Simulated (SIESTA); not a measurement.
# Si2Ni: relaxation of cell and atoms with OLYP+U

Crystal: Si2Ni.

```
CELL_PARAMETERS angstrom
0.00000 2.70300 2.70300
2.70300 0.00000 2.70300
2.70300 2.70300 0.00000
ATOMIC_POSITIONS crystal
Ni 0.00000 0.00000 0.00000
Si 0.75000 0.75000 0.75000
Si 0.25000 0.25000 0.25000
```

- Program: SIESTA 5.4.2
- Task: relaxation of cell and atoms
- Functional: OLYP
- Potentials or basis: PseudoDojo 0.5 stringent (PBE files)
- Basis: SZP (energy shift 0.002 Ry)
- Grid cutoff: 1200 Ry
- Energy shift: 0.002 Ry
- k mesh: 7 × 7 × 7
- Occupations: fermi-dirac, width 0.05 eV
- Spin: collinear spin, random start
- Starting moments: [-0.9, 0.0, 0.0] μB
- Fixed moment: 0 μB
- Hubbard terms: Ni d U = 6 eV
- Hubbard projector method: 1
- optimiser: Broyden
- force tolerance: 0.01 eV/Å
- stress tolerance (GPa): 0.05

```
Relaxed volume                         : 13.49 Å³/atom
Relaxed cell                           : a = 3.854 Å, b = 3.854 Å, c = 3.854 Å, α = 60.00°, β = 60.00°, γ = 60.00°
Space group after relaxing (to 0.05 Å) : Fm-3m (No. 225)
Energy gained by relaxing              : 3.8 meV/atom
Ionic steps                            : 3
Pressure after relaxing                : 0.0 GPa
Net moment                             : 0.00 μB per cell
```

The path:
| step | energy change (eV) | largest force (eV/Å) | pressure (GPa) | volume (Å³) |
| --- | --- | --- | --- | --- |
| 1 | 0.0000 | 0.0000 | 3.84 | 39.50 |
| 2 | -0.0021 | 0.0000 | 3.46 | 39.59 |
| 3 | -0.0113 | 0.0000 | 0.05 | 40.47 |

Final structure:
```yaml
crystal:
  lattice:
    - [0.00002, 2.72502, 2.72502]
    - [2.72502, 0.00002, 2.72502]
    - [2.72502, 2.72502, 0.00002]
  atoms:
    - { symbol: Ni, position: [0.00000, 0.00000, 0.00000] }
    - { symbol: Si, position: [0.75000, 0.75000, 0.75000] }
    - { symbol: Si, position: [0.25000, 0.25000, 0.25000] }
```

Run time: 26 min on 1 thread of Arm Neoverse V2 (shared host), peak memory 0.7 GiB.

Caveat: short orbitals over semicore shells can move pressures by several GPa; the potentials were made for another functional, which shifts forces and pressure; the basis of atomic orbitals isn't converged, which shifts pressures, moduli and gaps; the total moment is fixed, so each spin has its own Fermi level; the U is typed as a test and isn't derived for this compound. The state reached can hang on the start; a lower one may exist.
